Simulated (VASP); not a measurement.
Write the native input for VASP 6.6.1 that does the following.

| Item | Value |
| --- | --- |
| Task | relaxation of cell and atoms |
| Functional | PBE |
| Dispersion | D3(BJ) |
| Potentials or basis | VASP PAW PBE potentials, release 64 (Ga_d, P) |
| Cutoff | 600 eV |
| k mesh | 8 × 8 × 8 |
| Occupations | gaussian, width 0.03 eV |
| Spin | no spin polarisation |
| Further INCAR settings | ALGO = Normal; EDIFF = 1e-07; IBRION = 2; EDIFFG = -0.005; NSW = 90; ISIF = 3 |

The structure of GaP lies in POSCAR:

```
GaP                                     
1.0
   -0.0000000000      2.7224481460      2.7224481460
    2.7224481460      0.0000000000      2.7224481460
    2.7224481460      2.7224481460     -0.0000000000
  Ga              P             
     1     1
Direct
     0.0000000000000000    0.0000000000000000    0.0000000000000000
     0.2500000000000000    0.2500000000000000    0.2500000000000000
```

One way to write it, as run:

INCAR

```
SYSTEM = GaP
ALGO = Normal
EDIFF = 1E-7
EDIFFG = -0.005
ENCUT = 600
GGA = PE
IBRION = 2
ISIF = 3
ISMEAR = 0
IVDW = 12
LASPH = .True.
LCHARG = .False.
LREAL = .False.
LWAVE = .False.
NELM = 80
NSW = 90
PREC = Accurate
SIGMA = 0.03
```

KPOINTS

```
k-points
0
Gamma
  8 8 8
  0 0 0
```

Potentials or basis: VASP PAW PBE potentials, release 64 (Ga_d, P).

Run with:

```bash
$ cat potpaw_PBE.64/Ga_d/POTCAR potpaw_PBE.64/P/POTCAR > POTCAR
$ mpirun -np 1 vasp_std > vasp.out
```

Results of the run:

```json
{
  "Pressure after relaxing": "0.0 GPa",
  "Band gap on the k mesh": "1.64 eV, indirect (least direct gap 1.85 eV)",
  "Dispersion energy per atom": "-0.318 eV"
}
```

Caveat: the relaxation stopped at its first step, so nothing moved.

Wall time 10 s on 1 thread of Intel(R) Xeon(R) Platinum 8488C (Sapphire Rapids), with other jobs on the host, peak memory 0.18 GiB.
